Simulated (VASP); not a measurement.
Here is a VASP 6.6.1 calculation.

Contents of INCAR:

```
ALGO = Normal
EDIFF = 1E-8
ENCUT = 520
GGA = PE
ISIF = 2
ISMEAR = -1
LASPH = True
LCHARG = False
LEFG = True
LREAL = False
LWAVE = False
NBANDS = 26
NELM = 100
PREC = Accurate
SIGMA = 0.02
```

The input KPOINTS:

```
k-points
0
Gamma
  5 5 6
```

Contents of POSCAR:

```
CuI
1.0
    3.7331675900     -3.7110863700      0.0000000000
    3.7331675900      3.7110863700      0.0000000000
    0.0000000000      0.0000000000      4.3069976700
Cu I
2 2
Direct
    0.4204388300      0.5795611700      0.7500000000
    0.5795611700      0.4204388300      0.2500000000
    0.7700426800      0.2299573200      0.7500000000
    0.2299573200      0.7700426800      0.2500000000
```

Potentials or basis: VASP PAW PBE potentials, release 64 (Cu, I).

Command:

```sh
$ cat potpaw_PBE.64/Cu/POTCAR potpaw_PBE.64/I/POTCAR > POTCAR
$ mpirun -np 1 vasp_std > vasp.out
```

(1) Predict the pressure.

(2) What does it give for the band gap on the k mesh?

(3) What does it give for the largest force?

Results:

(1) 1.4 GPa.

(2) 1.04 eV, direct.

(3) 0.145 eV/Å.

Caveat: spin-orbit coupling is left out, which moves the levels of the heavy elements; an odd mesh through Γ misses points on the zone boundary, where band edges often lie.
